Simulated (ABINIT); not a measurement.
# V (Im-3m) in ABINIT: a series of runs

Aim: see how the results for V move with the level of theory and the settings. Levels: LDA, SOGGA, LDA-PZ. Tasks: equation of state, band structure.

Everything below comes from runs of ABINIT 10.8.3 (patched build). Logs are shortened: lines on timing, memory, paths and dates and some standing lists are left out, and cuts for length are marked. The log counts tension as positive stress, the text compression.

## (1) The structure

The structure is cubic, space group Im-3m (No. 229). Conventional cell: a = 3.029 Å, b = 3.029 Å, c = 3.029 Å, α = 90.00°, β = 90.00°, γ = 90.00°. Around V (site symmetry m-3m) lie 8 V at 2.62 Å.

## (2) Equation of state, LDA, collinear spin, ferromagnetic start

run.abi reads:

```
# Datasets: one volume each
ndtset 7
getwfk -1
scalecart1 3*0.9795861087
scalecart2 3*0.9864848297
scalecart3 3*0.9932883884
scalecart4 3*1.0000000000
scalecart5 3*1.0066227096
scalecart6 3*1.0131594038
scalecart7 3*1.0196128224

# Pseudopotentials
pp_dirpath "./"
pseudos "V.LDA_PW-JTH.xml"

# Structure
acell 3*1.0 Angstrom
rprim
    -1.5143500000     1.5143500000     1.5143500000
     1.5143500000    -1.5143500000     1.5143500000
     1.5143500000     1.5143500000    -1.5143500000
ntypat 1
znucl 23
natom 1
typat 1
xred
     0.0000000000     0.0000000000     0.0000000000

# Plane-wave basis
ecut 10.0
pawecutdg 20.0

# k points
kptopt 1
ngkpt 12 12 12
nshiftk 1
shiftk 0.0 0.0 0.0

# Exchange and correlation
ixc 7

# Bands and occupations
nband 11
occopt 3
tsmear 0.00183747

# Spin
nsppol 2
spinat
     0.0000000000     0.0000000000     2.0000000000

# SCF cycle
nstep 100
tolvrs 1.0e-9

# Output
iomode 3
prtwf 1
prtden 0
prteig 0
prtebands 0
enunit 1
```

Potentials or basis: JTH PAW LDA v2.0.

Run with:

```
> abinit run.abi > log 2>&1
```

run.abo:

```text
.Version 10.8.3 of ABINIT
 DATASET    1 : space group Im -3 m (#229); Bravais cI (body-center cubic)
================================================================================
 Values of the parameters that define the memory need for DATASET  1.
     intxc =       0    ionmov =       0      iscf =      17    lmnmax =      18
     lnmax =       6     mgfft =      15  mpssoang =       3    mqgrid =    3001
     natom =       1  nloc_mem =       2    nspden =       2   nspinor =       1
    nsppol =       2      nsym =      48    n1xccc =       1    ntypat =       1
    occopt =       3   xclevel =       1
       mpw =         140          nfft =        3375          nkpt =          72
 PAW method is used; the additional fine FFT grid is defined by:
   mgfftf=        20    nfftf =      8000
================================================================================
================================================================================
[... 71 lines left out ...]
 DATASET    7 : space group Im -3 m (#229); Bravais cI (body-center cubic)
================================================================================
 Values of the parameters that define the memory need for DATASET  7.
     intxc =       0    ionmov =       0      iscf =      17    lmnmax =      18
     lnmax =       6     mgfft =      16  mpssoang =       3    mqgrid =    3001
     natom =       1  nloc_mem =       2    nspden =       2   nspinor =       1
    nsppol =       2      nsym =      48    n1xccc =       1    ntypat =       1
    occopt =       3   xclevel =       1
       mpw =         160          nfft =        4096          nkpt =          72
 PAW method is used; the additional fine FFT grid is defined by:
   mgfftf=        24    nfftf =     13824
================================================================================
================================================================================

--------------------------------------------------------------------------------
------------- Echo of variables that govern the present computation ------------
--------------------------------------------------------------------------------
 -outvars: echo values of preprocessed input variables --------
            acell      1.8897261259E+00  1.8897261259E+00  1.8897261259E+00 Bohr
              amu      5.09415000E+01
             ecut      1.00000000E+01 Hartree
           enunit           1
           getwfk          -1
                       outvar_i_n : Printing only first  50 k-points.
              ixc           7
           jdtset        1    2    3    4    5    6    7
                       outvar_i_n : Printing only first  50 k-points.
         kptrlatt       12    0    0      0   12    0      0    0   12
          kptrlen1     5.82652508E+01
          kptrlen2     5.86755830E+01
          kptrlen3     5.90802550E+01
          kptrlen4     5.94794580E+01
          kptrlen5     5.98733732E+01
          kptrlen6     6.02621722E+01
          kptrlen7     6.06460181E+01
            natom           1
            nband          11
           ndtset           7
            ngfft1         15      15      15
            ngfft2         15      15      15
            ngfft3         15      15      15
            ngfft4         16      16      16
            ngfft5         16      16      16
            ngfft6         16      16      16
            ngfft7         16      16      16
          ngfftdg1         20      20      20
          ngfftdg2         20      20      20
          ngfftdg3         20      20      20
          ngfftdg4         20      20      20
          ngfftdg5         24      24      24
          ngfftdg6         24      24      24
          ngfftdg7         24      24      24
             nkpt          72
           nspden           2
           nsppol           2
            nstep         100
             nsym          48
           ntypat           1
                       prtocc : prtvol=0, do not print more k-points.
                       1.000000  1.000000  1.000000  1.000000  1.000000  1.000000
                       1.000000  0.000000  0.000000  0.000000  0.000000
                       1.000000  1.000000  1.000000  1.000000  1.000000  1.000000
                       1.000000  0.000000  0.000000  0.000000  0.000000
                       1.000000  1.000000  1.000000  1.000000  1.000000  1.000000
                       1.000000  0.000000  0.000000  0.000000  0.000000
                       1.000000  1.000000  1.000000  1.000000  1.000000  1.000000
                       1.000000  0.000000  0.000000  0.000000  0.000000
                       1.000000  1.000000  1.000000  1.000000  1.000000  1.000000
                       1.000000  0.000000  0.000000  0.000000  0.000000
                       1.000000  1.000000  1.000000  1.000000  1.000000  1.000000
                       1.000000  0.000000  0.000000  0.000000  0.000000
                       1.000000  1.000000  1.000000  1.000000  1.000000  1.000000
                       1.000000  0.000000  0.000000  0.000000  0.000000
                       1.000000  1.000000  1.000000  1.000000  1.000000  1.000000
                       1.000000  0.000000  0.000000  0.000000  0.000000
                       1.000000  1.000000  1.000000  1.000000  1.000000  1.000000
[... 68 lines left out ...]
                       0.000000  0.000000  0.000000  0.000000  0.000000
                       1.000000  1.000000  1.000000  1.000000  1.000000  1.000000
                       0.000000  0.000000  0.000000  0.000000  0.000000
                       1.000000  1.000000  1.000000  1.000000  1.000000  1.000000
                       0.000000  0.000000  0.000000  0.000000  0.000000
                       1.000000  1.000000  1.000000  1.000000  1.000000  1.000000
                       0.000000  0.000000  0.000000  0.000000  0.000000
                       1.000000  1.000000  1.000000  1.000000  1.000000  1.000000
                       0.000000  0.000000  0.000000  0.000000  0.000000
                       1.000000  1.000000  1.000000  1.000000  1.000000  1.000000
                       0.000000  0.000000  0.000000  0.000000  0.000000
                       1.000000  1.000000  1.000000  1.000000  1.000000  1.000000
                       0.000000  0.000000  0.000000  0.000000  0.000000
                       1.000000  1.000000  1.000000  1.000000  1.000000  1.000000
                       0.000000  0.000000  0.000000  0.000000  0.000000
                       prtocc : prtvol=0, do not print more k-points.
           occopt           3
        pawecutdg      2.00000000E+01 Hartree
           prtden           0
        prtebands           0
           prteig           0
            rprim1    -1.4834362237E+00  1.4834362237E+00  1.4834362237E+00
                       1.4834362237E+00 -1.4834362237E+00  1.4834362237E+00
                       1.4834362237E+00  1.4834362237E+00 -1.4834362237E+00
            rprim2    -1.4938833019E+00  1.4938833019E+00  1.4938833019E+00
                       1.4938833019E+00 -1.4938833019E+00  1.4938833019E+00
                       1.4938833019E+00  1.4938833019E+00 -1.4938833019E+00
            rprim3    -1.5041862710E+00  1.5041862710E+00  1.5041862710E+00
                       1.5041862710E+00 -1.5041862710E+00  1.5041862710E+00
                       1.5041862710E+00  1.5041862710E+00 -1.5041862710E+00
            rprim4    -1.5143500000E+00  1.5143500000E+00  1.5143500000E+00
                       1.5143500000E+00 -1.5143500000E+00  1.5143500000E+00
                       1.5143500000E+00  1.5143500000E+00 -1.5143500000E+00
            rprim5    -1.5243791003E+00  1.5243791003E+00  1.5243791003E+00
                       1.5243791003E+00 -1.5243791003E+00  1.5243791003E+00
                       1.5243791003E+00  1.5243791003E+00 -1.5243791003E+00
            rprim6    -1.5342779431E+00  1.5342779431E+00  1.5342779431E+00
                       1.5342779431E+00 -1.5342779431E+00  1.5342779431E+00
                       1.5342779431E+00  1.5342779431E+00 -1.5342779431E+00
            rprim7    -1.5440506776E+00  1.5440506776E+00  1.5440506776E+00
                       1.5440506776E+00 -1.5440506776E+00  1.5440506776E+00
                       1.5440506776E+00  1.5440506776E+00 -1.5440506776E+00
          spgroup         229
           spinat      0.0000000000E+00  0.0000000000E+00  2.0000000000E+00
           tolvrs      1.00000000E-09
           tsmear      1.83747000E-03 Hartree
            typat      1
           useylm           1
                       outvars : Printing only first  50 k-points.
            znucl       23.00000

================================================================================

 chkinp: Checking input parameters for consistency, jdtset=   1.

 chkinp: Checking input parameters for consistency, jdtset=   2.
[... 40 lines left out ...]
 getcut: wavevector=  0.0000  0.0000  0.0000  ngfft=  20  20  20
         ecut(hartree)=     20.000   => boxcut(ratio)=   2.05118

--- Pseudopotential description ------------------------------------------------
- pspini: atom type   1  psp file is ./V.LDA_PW-JTH.xml
 Pseudopotential format is: paw10
 basis_size (lnmax)=  6 (lmn_size= 18), orbitals=   0   0   1   1   2   2
 Spheres core radius: rc_sph= 2.21062609
 Shapefunction is BESSEL type: shapef(r,l)=aa(1,l)*jl(q(1,l)*r)+aa(2,l)*jl(q(2,l)*r)
 Radius for shape functions =  2.01138968
 Compensation charge density is not taken into account in XC energy/potential

   2.82153665E+02                                ecore*ucvol(ha*bohr**3)
--------------------------------------------------------------------------------

================================================================================

--- !BeginCycle
iteration_state: {dtset: 1, }
solver: {iscf: 17, nstep: 100, nline: 4, wfoptalg: 10, }
tolerances: {tolvrs: 1.00E-09, }
...
[... 1282 lines left out ...]
-Cartesian components of stress tensor (GPa)         [Pressure= -3.1884E+01 GPa]
- sigma(1 1)=  3.18844473E+01  sigma(3 2)=  0.00000000E+00
- sigma(2 2)=  3.18844473E+01  sigma(3 1)=  0.00000000E+00
- sigma(3 3)=  3.18844473E+01  sigma(2 1)=  0.00000000E+00

== END DATASET(S) ==============================================================
================================================================================

 -outvars: echo values of variables after computation  --------
            acell      1.8897261259E+00  1.8897261259E+00  1.8897261259E+00 Bohr
           etotal1    -7.2164156038E+01
           etotal2    -7.2163557673E+01
           etotal3    -7.2162763943E+01
           etotal4    -7.2161727155E+01
           etotal5    -7.2160581777E+01
           etotal6    -7.2159229731E+01
           etotal7    -7.2157766616E+01
            fcart1    -0.0000000000E+00 -0.0000000000E+00 -0.0000000000E+00
            fcart2    -0.0000000000E+00 -0.0000000000E+00 -0.0000000000E+00
            fcart3    -0.0000000000E+00 -0.0000000000E+00 -0.0000000000E+00
            fcart4    -0.0000000000E+00 -0.0000000000E+00 -0.0000000000E+00
            fcart5    -0.0000000000E+00 -0.0000000000E+00 -0.0000000000E+00
            fcart6    -0.0000000000E+00 -0.0000000000E+00 -0.0000000000E+00
            fcart7    -0.0000000000E+00 -0.0000000000E+00 -0.0000000000E+00
            rprim1    -1.4834362237E+00  1.4834362237E+00  1.4834362237E+00
                       1.4834362237E+00 -1.4834362237E+00  1.4834362237E+00
                       1.4834362237E+00  1.4834362237E+00 -1.4834362237E+00
[... 17 lines left out ...]
                       1.5440506776E+00  1.5440506776E+00 -1.5440506776E+00
           strten1     5.5639232474E-04  5.5639232474E-04  5.5639232474E-04
                       0.0000000000E+00  0.0000000000E+00  0.0000000000E+00
           strten2     6.6864445113E-04  6.6864445113E-04  6.6864445113E-04
                       0.0000000000E+00  0.0000000000E+00  0.0000000000E+00
           strten3     7.6812066713E-04  7.6812066713E-04  7.6812066713E-04
                       0.0000000000E+00  0.0000000000E+00  0.0000000000E+00
           strten4     8.6279680620E-04  8.6279680620E-04  8.6279680620E-04
                       0.0000000000E+00  0.0000000000E+00  0.0000000000E+00
           strten5     9.4354348807E-04  9.4354348807E-04  9.4354348807E-04
                       0.0000000000E+00  0.0000000000E+00  0.0000000000E+00
           strten6     1.0188814573E-03  1.0188814573E-03  1.0188814573E-03
                       0.0000000000E+00  0.0000000000E+00  0.0000000000E+00
           strten7     1.0837303371E-03  1.0837303371E-03  1.0837303371E-03
                       0.0000000000E+00  0.0000000000E+00  0.0000000000E+00
 Calculation completed.
```

Wall time 32 s (1 thread of Arm Neoverse V2, shared host); peak memory 0.11 GiB.

What came out:

```
Equilibrium volume : 12.57 Å³/atom (rough: see the caveat)
Bulk modulus       : 212 GPa (rough)
```

Energy against volume, from the lowest point:
```csv
volume (Å³/atom),energy (meV/atom)
13.058,0.00
13.336,16.28
13.613,37.88
13.891,66.09
14.169,97.26
14.447,134.05
14.725,173.87
```

Caveat: the cutoff is too short for stress, so the log's stress isn't used; pressures at fixed basis lie under the slope of the energies; the minimum lies outside the volumes run.

## (3) Band structure, SOGGA, collinear spin, ferromagnetic start

run.abi reads:

```
ndtset 2

pp_dirpath "./"
pseudos "V.GGA_PBE-JTH.xml"

acell 4.9566214992 4.9566214992 4.9566214992
rprim
    -0.5773502692     0.5773502692     0.5773502692
     0.5773502692    -0.5773502692     0.5773502692
     0.5773502692     0.5773502692    -0.5773502692
ntypat 1
znucl 23
natom 1
typat 1
xred
     0.0000000000     0.0000000000     0.0000000000

ecut 15.0
pawecutdg 30.0

ixc -150130

occopt 3
tsmear 0.00183747

nsppol 2
spinat
     0.0000000000     0.0000000000     2.0000000000

nstep 100

iomode 3
prtwf 0
prteig 0
prtebands 0
enunit 1
prtden1 1

kptopt1 1
ngkpt1 12 12 12
nshiftk1 1
shiftk1 0.0 0.0 0.0
nband1 11
tolvrs1 1.0e-9

iscf2 -2
getden2 1
nband2 15
nbdbuf2 2
tolwfr2 1.0e-12
kptopt2 -5
ndivsm2 8
prteig2 1
kptbounds2
     0.0000000000     0.0000000000     0.0000000000
     0.5000000000    -0.5000000000     0.5000000000
     0.0000000000     0.0000000000     0.5000000000
     0.0000000000     0.0000000000     0.0000000000
     0.2500000000     0.2500000000     0.2500000000
     0.5000000000    -0.5000000000     0.5000000000
```

Potentials or basis: JTH PAW PBE v2.0.

Run with:

```
> abinit run.abi > log 2>&1
```

Wall time 22 s (1 thread of Arm Neoverse V2, shared host); peak memory 0.11 GiB.

The run converged. Its results:

```yaml
Free_energy: -1958.1388 eV
Pressure: -12.0 GPa
Band_gap_on_the_k_mesh: none (metal or under the smearing width)
Net_moment: 0.00 μB per cell
Valence_electrons_inside_the_program's_atomic_spheres: V 11.20 (radii [1.1698] Å)
```

Levels at the corners of the path, in eV from the Fermi level:
Spin up:
```tsv
point	band 4	band 5	band 6	band 7	band 8	band 9
Γ	-36.96	-6.59	0.43	0.43	0.43	2.35
H	-37.53	-2.87	-2.87	3.63	3.63	3.63
N	-36.96	-3.09	-1.05	1.48	2.36	2.70
Γ	-36.96	-6.59	0.43	0.43	0.43	2.35
P	-37.37	-1.09	-1.09	-1.09	2.76	2.76
H	-37.53	-2.87	-2.87	3.63	3.63	3.63
```
Spin down:
| point | band 4 | band 5 | band 6 | band 7 | band 8 | band 9 |
| --- | --- | --- | --- | --- | --- | --- |
| Γ | -36.96 | -6.59 | 0.43 | 0.43 | 0.43 | 2.35 |
| H | -37.53 | -2.87 | -2.87 | 3.63 | 3.63 | 3.63 |
| N | -36.96 | -3.09 | -1.05 | 1.48 | 2.36 | 2.70 |
| Γ | -36.96 | -6.59 | 0.43 | 0.43 | 0.43 | 2.35 |
| P | -37.37 | -1.09 | -1.09 | -1.09 | 2.76 | 2.76 |
| H | -37.53 | -2.87 | -2.87 | 3.63 | 3.63 | 3.63 |

Caveat: the PAW data sets were made with another functional, which shifts forces and pressure a little.

## (4) Band structure, LDA-PZ, collinear spin, ferromagnetic start

Changes to run.abi since step 3:

```diff
@@ -1,6 +1,9 @@
+# Datasets: ground state, then fixed potential
 ndtset 2
 
+# Pseudopotentials
 pp_dirpath "./"
-pseudos "V.GGA_PBE-JTH.xml"
+pseudos "V.LDA_PW-JTH.xml"
 
+# Structure
 acell 4.9566214992 4.9566214992 4.9566214992
@@ -17,2 +20,3 @@
 
+# Plane-wave basis
 ecut 15.0
@@ -20,7 +24,10 @@
 
-ixc -150130
+# Exchange and correlation
+ixc -1009
 
+# Bands and occupations
 occopt 3
-tsmear 0.00183747
+tsmear 0.05 eV
 
+# Spin
 nsppol 2
@@ -29,4 +36,6 @@
 
+# SCF cycle
 nstep 100
 
+# Output
 iomode 3
@@ -38,2 +47,3 @@
 
+# Dataset 1
 kptopt1 1
@@ -45,2 +55,3 @@
 
+# Dataset 2: bands along G-H-N-G-P-H
 iscf2 -2
@@ -51,4 +62,5 @@
 kptopt2 -5
-ndivsm2 8
+ndivsm2 6
 prteig2 1
+prtvol2 -3
 kptbounds2
```

Potentials or basis: JTH PAW LDA v2.0.

Run with:

```
> abinit run.abi > log 2>&1
```

Run time: 13 s. Hardware: 1 thread of Arm Neoverse V2, shared host; peak memory 0.11 GiB.

The run converged. Its results:

```
Free energy                                           : -1963.6118 eV
Pressure                                              : -17.0 GPa
Band gap on the k mesh                                : none (metal or under the smearing width)
Net moment                                            : 0.00 μB per cell
Valence electrons inside the program's atomic spheres : V 11.23 (radii [1.1698] Å)
```

Levels at the corners of the path, in eV from the Fermi level:
Spin up:
```csv
point,band 3,band 4,band 5,band 6,band 7,band 8,band 9,band 10
Γ,-36.78,-36.78,-6.47,0.39,0.39,0.39,2.31,2.31
H,-37.35,-37.35,-2.86,-2.86,3.60,3.60,3.60,9.92
N,-37.04,-36.78,-3.06,-1.08,1.63,2.31,2.65,3.98
Γ,-36.78,-36.78,-6.47,0.39,0.39,0.39,2.31,2.31
P,-37.19,-37.19,-1.06,-1.06,-1.06,2.71,2.71,10.16
H,-37.35,-37.35,-2.86,-2.86,3.60,3.60,3.60,9.92
```
Spin down:
| point | band 2 | band 3 | band 4 | band 5 | band 6 | band 7 | band 8 | band 9 | band 10 | band 11 |
| --- | --- | --- | --- | --- | --- | --- | --- | --- | --- | --- |
| Γ | -36.78 | -36.78 | -36.78 | -6.47 | 0.39 | 0.39 | 0.39 | 2.31 | 2.31 | 20.41 |
| H | -37.35 | -37.35 | -37.35 | -2.86 | -2.86 | 3.60 | 3.60 | 3.60 | 9.92 | 9.92 |
| N | -37.62 | -37.04 | -36.78 | -3.06 | -1.08 | 1.63 | 2.31 | 2.65 | 3.98 | 9.80 |
| Γ | -36.78 | -36.78 | -36.78 | -6.47 | 0.39 | 0.39 | 0.39 | 2.31 | 2.31 | 20.41 |
| P | -37.19 | -37.19 | -37.19 | -1.06 | -1.06 | -1.06 | 2.71 | 2.71 | 10.16 | 10.16 |
| H | -37.35 | -37.35 | -37.35 | -2.86 | -2.86 | 3.60 | 3.60 | 3.60 | 9.92 | 9.92 |

Caveat: so large a pressure means that the cell lies far from this level's equilibrium, or that cutoff or potentials fall short.

## (5) Overview

```tsv
task	level	potentials or basis	cutoff (eV)	fine-grid cutoff	gap on the mesh (eV)	pressure (GPa)	moment (μB)
equation of state	LDA	JTH PAW LDA v2.0	272	544.228 eV	-	-	-
band structure	SOGGA	JTH PAW PBE v2.0	408	816.342 eV	none	-12.0	0.00
band structure	LDA-PZ	JTH PAW LDA v2.0	408	816.342 eV	none	-17.0	0.00
```

Alike in all rows: spin collinear, ferromagnetic start; cell as given; k mesh 12 × 12 × 12; smearing fermi-dirac 0.05 eV.

Caveats: pressures at fixed basis lie under the slope of the energies (some runs); the minimum lies outside the volumes run (some runs); the PAW data sets were made with another functional, which shifts forces and pressure a little (some runs); so large a pressure means that the cell lies far from this level's equilibrium, or that cutoff or potentials fall short (some runs).

Total energies depend on the potentials used, so only differences within one code and one set of settings carry meaning.
